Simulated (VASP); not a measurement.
# CaSe (F-43m) in VASP: further runs

The runs below take CaSe through RPA correlation energy, G0W0 quasiparticle levels, density of states, with PBE, PBEsol, SCAN.

Everything below comes from runs of VASP 6.6.1. Logs are shortened: lines on timing, memory, paths and dates and some standing lists are left out, and cuts for length are marked.

## (1) The crystal as given

It takes space group F-43m (No. 216, cubic). The conventional cell has a = 6.600 Å, b = 6.600 Å, c = 6.600 Å, α = 90.00°, β = 90.00°, γ = 90.00°. Around Se (site symmetry -43m) lie 4 Ca at 2.86 Å. Ca (site symmetry -43m) is surrounded by 4 Se at 2.86 Å.

The cell comes from a database or a generator and needn't be the stable form of this composition.

## (2) RPA correlation energy, PBE

POSCAR reads:

```
CaSe
1.0
    0.0000000000      3.3000000000      3.3000000000
    3.3000000000      0.0000000000      3.3000000000
    3.3000000000      3.3000000000      0.0000000000
Se Ca
1 1
Direct
    0.2500000000      0.2500000000      0.2500000000
    0.0000000000      0.0000000000      0.0000000000
```

INCAR.step1 reads:

```
PREC     = Accurate       # precision mode
ENCUT    = 400            # plane-wave cutoff, eV
EDIFF    = 1E-8           # SCF threshold, eV
ISMEAR   = 0              # smearing method
SIGMA    = 0.05           # smearing width, eV
LREAL    = False          # projectors in reciprocal space
LASPH    = True           # aspherical terms in the spheres
NELM     = 100            # most SCF steps
ALGO     = Fast           # electronic algorithm
LWAVE    = True           # write WAVECAR
LCHARG   = False          # write CHGCAR
GGA      = PE             # functional
```

INCAR.step2 reads:

```
PREC     = Accurate       # precision mode
ENCUT    = 400            # plane-wave cutoff, eV
EDIFF    = 1E-8           # SCF threshold, eV
ISMEAR   = 0              # smearing method
SIGMA    = 0.05           # smearing width, eV
LREAL    = False          # projectors in reciprocal space
LASPH    = True           # aspherical terms in the spheres
NELM     = 1              # most SCF steps
ALGO     = EIGENVAL       # electronic algorithm
LWAVE    = False          # write WAVECAR
LCHARG   = False          # write CHGCAR
GGA      = PE             # functional
LHFCALC  = True           # exact exchange
AEXX     = 1.0            # exact-exchange fraction
ALDAC    = 0.0          
AGGAC    = 0.0          
ISTART   = 1            
PRECFOCK = Fast
```

INCAR.step3 reads:

```
PREC     = Accurate       # precision mode
ENCUT    = 400            # plane-wave cutoff, eV
EDIFF    = 1E-8           # SCF threshold, eV
ISMEAR   = 0              # smearing method
SIGMA    = 0.05           # smearing width, eV
LREAL    = False          # projectors in reciprocal space
LASPH    = True           # aspherical terms in the spheres
NELM     = 1              # most SCF steps
ALGO     = Exact          # electronic algorithm
LWAVE    = True           # write WAVECAR
LCHARG   = False          # write CHGCAR
GGA      = PE             # functional
NBANDS   = 1308           # bands
LOPTICS  = True           # frequency-dependent dielectric function
ISTART   = 1
```

INCAR.step4 reads:

```
PREC     = Accurate       # precision mode
ENCUT    = 400            # plane-wave cutoff, eV
EDIFF    = 1E-8           # SCF threshold, eV
ISMEAR   = 0              # smearing method
SIGMA    = 0.05           # smearing width, eV
LREAL    = False          # projectors in reciprocal space
LASPH    = True           # aspherical terms in the spheres
NELM     = 100            # most SCF steps
ALGO     = ACFDT          # electronic algorithm
LWAVE    = False          # write WAVECAR
LCHARG   = False          # write CHGCAR
GGA      = PE             # functional
NBANDS   = 1308           # bands
ENCUTGW  = 200            # cutoff of the response function
NOMEGA   = 12             # frequency points
ISTART   = 1            
PRECFOCK = Fast
```

KPOINTS reads:

```
Automatic mesh
0
Gamma
  3 3 3
```

Potentials or basis: VASP PAW PBE potentials, release 64 (Se_GW, Ca_sv_GW).

Run with:

```
$ cat potpaw_PBE.64/Se_GW/POTCAR potpaw_PBE.64/Ca_sv_GW/POTCAR > POTCAR
$ cp INCAR.step1 INCAR
$ mpirun -np 1 vasp_std > vasp.out
$ cp INCAR.step2 INCAR
$ mpirun -np 1 vasp_std > vasp.out
$ cp INCAR.step3 INCAR
$ mpirun -np 1 vasp_std > vasp.out
$ cp INCAR.step4 INCAR
$ mpirun -np 1 vasp_std > vasp.out
```

OUTCAR:

```text
PREC = Accurate
   ENCUT = 400
   EDIFF = 1E-8
   ISMEAR = 0
   LREAL = False
   LASPH = True
   NELM = 100
   GGA = PE
   ENCUTGW = 200
   ISTART = 1
   PRECFOCK = Fast

 ion  position               nearest neighbor table
   1  0.250  0.250  0.250-   2 2.86   2 2.86   2 2.86   2 2.86
   2  0.000  0.000  0.000-   1 2.86   1 2.86   1 2.86   1 2.86

  LATTYP: Found a face centered cubic cell.
 ALAT       =     6.6000000000

  Lattice vectors:

 A1 = (   0.0000000000,   3.3000000000,   3.3000000000)
 A2 = (   3.3000000000,   0.0000000000,   3.3000000000)
 A3 = (   3.3000000000,   3.3000000000,   0.0000000000)

Analysis of symmetry for initial positions (statically):
=====================================================================
 Subroutine PRICEL returns:
 Original cell was already a primitive cell.

 Routine SETGRP: Setting up the symmetry group for a
 face centered cubic supercell.

 Subroutine GETGRP returns: Found 24 space group operations
 (whereof 24 operations were pure point group operations)
 out of a pool of 48 trial point group operations.

The static configuration has the point symmetry T_d .

Analysis of symmetry for dynamics (positions and initial velocities):
=====================================================================
 Subroutine PRICEL returns:
 Original cell was already a primitive cell.

 Routine SETGRP: Setting up the symmetry group for a
 face centered cubic supercell.

 Subroutine GETGRP returns: Found 24 space group operations
 (whereof 24 operations were pure point group operations)
 out of a pool of 48 trial point group operations.

The dynamic configuration has the point symmetry T_d .

 Subroutine INISYM returns: Found 24 space group operations
 (whereof 24 operations are pure point group operations),
 and found     1 'primitive' translations

----------------------------------------------------------------------------------------

                                     Primitive cell

  volume of cell :      71.8740

  direct lattice vectors                    reciprocal lattice vectors
     0.000000000  3.300000000  3.300000000    -0.151515152  0.151515152  0.151515152
     3.300000000  0.000000000  3.300000000     0.151515152 -0.151515152  0.151515152
     3.300000000  3.300000000  0.000000000     0.151515152  0.151515152 -0.151515152

  length of vectors
     4.666904756  4.666904756  4.666904756     0.262431941  0.262431941  0.262431941

  position of ions in fractional coordinates (direct lattice)
     0.250000000  0.250000000  0.250000000
     0.000000000  0.000000000  0.000000000

  ion indices of the primitive-cell ions
   primitive index   ion index
                 1           1
                 2           2

----------------------------------------------------------------------------------------

 KPOINTS: Automatic mesh

Automatic generation of k-mesh.
 Grid dimensions read from file:
 generate k-points for:    3    3    3

 Generating k-lattice:

  Cartesian coordinates                     Fractional coordinates (reciprocal lattice)
    -0.050505051  0.050505051  0.050505051     0.333333333  0.000000000  0.000000000
     0.050505051 -0.050505051  0.050505051     0.000000000  0.333333333  0.000000000
     0.050505051  0.050505051 -0.050505051     0.000000000  0.000000000  0.333333333

  Length of vectors
     0.087477314  0.087477314  0.087477314

  Shift w.r.t. Gamma in fractional coordinates (k-lattice)
     0.000000000  0.000000000  0.000000000

 Subroutine IBZKPT returns following result:
 ===========================================

 Found      4 irreducible k-points:

 Following reciprocal coordinates:
            Coordinates               Weight
  0.000000  0.000000  0.000000      1.000000
  0.333333  0.000000  0.000000      8.000000
  0.333333  0.333333  0.000000      6.000000
 -0.333333  0.333333  0.000000     12.000000
   k-points           NKPTS =      4   k-points in BZ     NKDIM =     27   number of bands    NBANDS=   1308
   number of dos      NEDOS =    301   number of ions     NIONS =      2
   total plane-waves  NPLWV =  27000
   dimension x,y,z NGX =    30 NGY =   30 NGZ =   30
   dimension x,y,z NGXF=    60 NGYF=   60 NGZF=   60
   ions per type =               1   1
   NGX,Y,Z   is equivalent  to a cutoff of  10.69, 10.69, 10.69 a.u.
   NGXF,Y,Z  is equivalent  to a cutoff of  21.37, 21.37, 21.37 a.u.
 SYSTEM =  unknown system
   PREC   = accura    normal or accurate (medium, high low for compatibility)
   ISTART =      1    job   : 0-new  1-cont  2-samecut
   ICHARG =      0    charge: 1-file 2-atom 10-const
   ISPIN  =      1    spin polarized calculation?
   LNONCOLLINEAR =      F non collinear calculations
   LSORBIT =      F    spin-orbit coupling
   LASPH  =      T    aspherical Exc in radial PAW
   ENCUT  =  400.0 eV  29.40 Ry    5.42 a.u.   7.61  7.61  7.61*2*pi/ulx,y,z
   NELM   =    100;   NELMIN=  2; NELMDL=  0     # of ELM steps
   EDIFF  = 0.1E-07   stopping-criterion for ELM
   LREAL  =      F    real-space projection
   EDIFFG = 0.1E-06   stopping-criterion for IOM
   NSW    =      0    number of steps for IOM
   IBRION =     -1    ionic relax: 0-MD 1-quasi-New 2-CG
   NFREE  =      0    steps in history (QN), initial steepest desc. (CG)
   ISIF   =      0    stress and relaxation
   ISYM   =      3    0-nonsym 1-usesym 2-fastsym
   POTIM  = 0.5000    time-step for ionic-motion
   TEBEG  =    0.0;   TEEND  =   0.0 temperature during run
   PSTRESS=    0.0 pullay stress
   NELECT =      16.0000    total number of electrons
   NUPDOWN=      -1.0000    fix difference up-down
   EMIN   =  10.00;   EMAX   =-10.00  energy-range for DOS
   EFERMI =   0.00;   METHOD = LEGACY
   ISMEAR =     0;   SIGMA  =   0.05  broadening in eV -4-tet -1-fermi 0-gaus
   EFERMI_NEDOS =   21; number of points for ismear=-14 and -15
   IALGO  =     38    algorithm
   IMIX   =      4    mixing-type and parameters
     AMIX     =   0.40;   BMIX     =  1.00
     AMIX_MAG =   1.60;   BMIX_MAG =  1.00
  volume/ion in A,a.u.               =      35.94       242.51
  Fermi-wavevector in a.u.,A,eV,Ry     =   0.992181  1.874950 13.393889  0.984423
  Thomas-Fermi vector in A             =   2.123975
   LORBIT       =      0    0 simple, 1 ext, 2 COOP (PROOUT), +10 PAW based schemes
   GGA     = PE    functional components
   LHFCALC =     T    Hartree Fock is set to
   PRECFOCK=fast      Normal, Fast or Accurate (Low or Medium for compatibility)
   ENCUT4O =  -1.0   cutoff for four orbital integrals eV
   NKREDX  =     1    reduce k-point grid by
   NKREDY  =     1    reduce k-point grid by
   NKREDZ  =     1    reduce k-point grid by
   AEXX    =    1.0000 exact exchange contribution
   HFSCREEN=    0.0000 screening length (either q_TF or 0.3 A-1)
   HFSCREENC=   0.0000 screening length for correlation (either q_TF or 0.3 A-1)
   ENCUTFOCK=  -1.0 apply spherical cutoff to Coloumb kernel
   IVDW    =     0    specifies the selected vdW correction
   LEPSILON=     F    determine dielectric tensor
   LRPA    =     F    only Hartree local field effects (RPA)
   LRPAFORCE           =     F    calculate RPA forces
   ENCUTGW             = 200.0    cutoff for response function in eV
   ENCUTGWSOFT         = 160.0    soft cutoff for Coulomb kernel in GW response function in eV
   ENCUTLF             =  -1.0    cutoff for local field effects
   NELMGW              =     1    number of iterations in solving QP/BSE equation
   NELMHF              =     1    number of iterations in the inner HF iteration
   NKREDLFX            =     1    NKREDLFY  =   1   NKREDLFZ  =   1
 non-spin polarized calculation
 Gauss-broadening in eV      SIGMA  =   0.05
  energy-cutoff  :      400.00
  volume of cell :       71.87
 maximum number of plane-waves:      1308
 NGX is ok and might be reduce to    30
  NGX = 18; NGY = 18; NGZ = 18
   NGX = 15   NGY = 15   NGZ = 15
 maximum number of plane-waves:       468

      cutoff energy     smooth cutoff   RPA   correlation   Hartree contr. to MP2
---------------------------------------------------------------------------------
            200.000           160.000      -19.3253574845      -27.8054965312
            190.476           152.381      -19.1125138683      -27.5559735589
            181.406           145.125      -18.8884318083      -27.2904089195
            172.768           138.214      -18.6574570820      -27.0137323218
            164.541           131.632      -18.4175916474      -26.7231315348
            156.705           125.364      -18.1679497149      -26.4173996766
            149.243           119.394      -17.9088950425      -26.0968230851
            142.136           113.709      -17.6444577582      -25.7660724298
  linear regression
  converged value                          -21.8090473970      -30.8314050568
```

It took 9.9 min on 1 thread of Intel Xeon 6975P-C (Granite Rapids), shared host; peak memory 0.95 GiB.

Results:

| Property | Result |
| --- | --- |
| Band gap on the k mesh, mean-field level | 3.15 eV, indirect (least direct gap 3.23 eV) |
| RPA correlation energy | -10.905 eV/atom |
| RPA total energy per cell | -46.553 eV |
| RPA correlation energy per cell | -21.809 eV |

Levels at points of the mesh, in eV from the valence-band top:
| k point | band 4 | band 5 | band 6 | band 7 | band 8 | band 9 | band 10 | band 11 | band 12 |
| --- | --- | --- | --- | --- | --- | --- | --- | --- | --- |
| (0.00, 0.00, 0.00) | -20.15 | -10.29 | -0.08 | -0.08 | -0.08 | 3.15 | 5.34 | 5.34 | 7.30 |

Caveat: the k mesh is coarse (spacing up to 0.55 Å⁻¹), so the values aren't converged; an odd mesh through Γ misses points on the zone boundary, where band edges often lie.

(Part 1 of 2 ends here.)
